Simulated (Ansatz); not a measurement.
BN (P6_3mc), generalised stacking fault

These are results of DFT PBE, scalar-relativistic, plane waves, PAW in Ansatz, not measurements. The runs took a 420 eV cutoff, a Γ-centred 10×10×2 mesh and Gaussian smearing (0.05 eV). No spin polarisation. Energies are free energies at this smearing, counted from the undisturbed cell; pressure is positive in compression.

The starting cell (relaxed at this level; this wurtzite form isn't the usual structure):

```
B N
1.0
    -2.55458    0.00000    0.00000
    -1.27729   -2.21233    0.00000
     0.00000    0.00000   12.67354
B N
6 6
Direct
  0.66667 0.66667 0.06242
  0.66667 0.66667 0.39575
  0.66667 0.66667 0.72909
  0.33333 0.33333 0.89575
  0.33333 0.33333 0.22909
  0.33333 0.33333 0.56242
  0.66667 0.66667 0.93755
  0.66667 0.66667 0.27088
  0.66667 0.66667 0.60421
  0.33333 0.33333 0.77088
  0.33333 0.33333 0.10421
  0.33333 0.33333 0.43755
```

The cut lies on the cell's a–b face, a (0 0 1) plane (indices in the standard cell, whose axes needn't be the Cartesian ones shown) of area 5.65 Å², between layers 1.58 Å apart. Vector c is tilted by f times 1·a + 1·b (length 4.425 Å) with the atoms' Cartesian places fixed: one unrelaxed fault a cell.

```
     f  γ (mJ/m²)
0.0000          0
0.0833       1152
0.1667       4516
0.2500       8863
0.3333      11001
0.4167       9637
0.5000       7797
0.5833       7157
0.6667       7329
0.7500       6440
0.8333       3738
0.9167       1055
```

Problem. Predict the shear traction, the slope of γ along the slip (GPa) at each point.

Solution.
| f | shear traction, the slope of γ along the slip (GPa) |
| --- | --- |
| 0.0000 | 0.0 |
| 0.0833 | 63.0 |
| 0.1667 | 114.2 |
| 0.2500 | 106.6 |
| 0.3333 | 0.0 |
| 0.4167 | -56.4 |
| 0.5000 | -36.2 |
| 0.5833 | -0.4 |
| 0.6667 | 0.0 |
| 0.7500 | -53.2 |
| 0.8333 | -82.9 |
| 0.9167 | -55.1 |

Cost: 12 runs of about 3 core-minutes in all, on Intel Xeon Platinum 8259CL (Skylake/Cascade Lake) (shared hosts).